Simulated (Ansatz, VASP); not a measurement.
**Two plane-wave programs on HfO2**

```
Hf O
1.0
     3.60430    0.00000    0.00000
     0.00000    3.60430    0.00000
     0.00000    0.00000    5.26397
Hf O
2 4
Direct
  0.50000 0.50000 0.50000
  0.00000 0.00000 0.00000
  0.00000 0.50000 0.69325
  0.50000 0.00000 0.80675
  0.50000 0.00000 0.30675
  0.00000 0.50000 0.19325
```

Alike in both runs: task single point; functional PBE; k mesh 6 × 6 × 4; occupations gaussian, width 0.01 eV; no spin polarisation.

|  | VASP | Ansatz |
| --- | --- | --- |
| version | VASP 6.6.1 | Ansatz 0.2.0 |
| potentials or method | VASP PAW PBE potentials, release 64 (Hf_pv, O) | scalar-relativistic, plane waves, PAW |
| plane-wave cutoff (eV) | 520 | 420 |
| valence electrons in the cell | 44 | 76 |

```csv
,VASP,Ansatz,Ansatz less VASP
gap on the k mesh at the Fermi level (eV),4.65,4.67,+0.022
least direct gap on the mesh (eV),4.72,4.73,+0.016
pressure (GPa),-3.1,0.0,+3.14
largest component of the traceless stress (GPa),0.12,0.00,-0.120
rms of the force components (eV/Å),0.023,0.000,-0.0232
```

Atom by atom the forces differ by 0.023 eV/Å (rms over components). The two sets of potentials don't hold the same shells in valence.

Caveats: spin-orbit coupling is left out, which moves the levels of the heavy elements. A hybrid or GW would open this gap; PBE tends to underestimate it. A k mesh can miss the band edges.
